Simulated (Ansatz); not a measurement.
# TiAl3: properties at the relaxed cell

The task here is to estimate one member of a computed series from the others.

Program: Ansatz 0.2.0. Level of theory: DFT PBEsol, scalar-relativistic, plane waves, PAW. These are calculated values, not measurements.

1 further run of the same task is left out (set aside as unsound or not needed).

### The starting structure

The structure is tetragonal, space group I4/mmm (No. 139). The conventional cell has a = 3.816 Å, b = 3.816 Å, c = 8.554 Å, α = 90.00°, β = 90.00°, γ = 90.00°. Ti (site symmetry 4/mmm) has 12 Al at 2.70 to 2.87 Å in its first shell of neighbours. Al (site symmetry 4/mmm) is surrounded by 4 Ti at 2.70 Å and 8 Al at 2.87 Å. Around Al (site symmetry -4m2) lie 8 Al at 2.70 to 2.87 Å and 4 Ti at 2.87 Å.

Coordinates:

```xyz
4
Lattice="-1.9078 1.9078 4.2770 1.9078 -1.9078 4.2770 1.9078 1.9078 -4.2770" Properties=species:S:1:pos:R:3 pbc="T T T"
Ti    0.0000    0.0000    0.0000
Al    0.0000    0.0000    4.2770
Al    0.0000    1.9078    2.1385
Al    1.9078    0.0000    2.1385
```

It goes back to an entry of the Materials Project, which need not be the stable form.

This cell was relaxed beforehand with the same method: volume 15.57 Å³/atom, gap on the mesh none (metal).

The first run:

Contents of input.yaml:

```yaml
crystal:
  lattice:
    - [-1.9077740734, 1.9077740734, 4.276996808]
    - [1.9077740734, -1.9077740734, 4.276996808]
    - [1.9077740734, 1.9077740734, -4.276996808]
  atoms:
    - { symbol: Ti, position: [0.0, 0.0, 0.0] }
    - { symbol: Al, position: [0.5, 0.5, 0.0] }
    - { symbol: Al, position: [0.75, 0.25, 0.5] }
    - { symbol: Al, position: [0.25, 0.75, 0.5] }
basis:
  ecutwfc: 420
kpoints:
  mp_grid: { grid: [16, 16, 16] }
  band_path:
    path:
      - [[0.0, 0.0, 0.0], [0.0, 0.0, 0.5], [0.25, 0.25, 0.25], [0.0, 0.5, 0.0], [0.0, 0.0, 0.0], [0.5, 0.5, -0.5], [0.29974118, 0.70025882, -0.29974118]]
      - [[-0.29974118, 0.29974118, 0.29974118], [0.0, 0.0, 0.0]]
      - [[0.0, 0.0, 0.5], [-0.09948235, 0.09948235, 0.5]]
      - [[0.5, 0.5, -0.09948235], [0.5, 0.5, -0.5]]
    npoints: 14
hamiltonian:
  xc: pbesol
scf:
  occupations: { method: gaussian, width: 0.1 }
  n_extra_bands: 10
output:
  forces: true
  stress: true
  eigenvalues: true
  populations: true
  dos: { projected: true, de: 0.02, nscf_kmesh: { grid: [24, 24, 24] } }
  bader: true
```

Run with:

```bash
$ ansatz run input.yaml --threads 1 --pin off --max-ram 2560MiB --backend cpu --events-out ev --progress --plain --runs-dir out
```

Among the steps run: Electronic structure at the relaxed geometry; Point at V/V0 = 0.97; Point at V/V0 = 1.03; Volume × 0.94; Volume × 1.06.

One of the session's tables, all rows but one given; the rest of the session is left out.

It belongs to the step «Equation of state». 

```
volume (Å³/atom)  energy above the lowest point (meV/atom)  pressure (GPa)
          14.633                                      21.5            7.81
          15.100                                         ?               ?
          15.567                                       0.0            0.00
          16.034                                       4.7           -3.11
          16.501                                      17.7           -5.77
```

Estimate the missing values for volume (Å³/atom) = 15.100.

Worked estimate for «energy above the lowest point (meV/atom)». A straight line through the neighbours (14.633, 21.5) and (15.567, 0.0) gives 21.5 + (0.0 − 21.5) × (15.100 − 14.633) / (15.567 − 14.633) = 10.7; a parabola fitted to 3 rows on both sides gives 5.6.

The run gave: energy above the lowest point (meV/atom): 5.1; pressure (GPa): 3.60. In «energy above the lowest point (meV/atom)» the line misses by +5.6 and the parabola by +0.5.
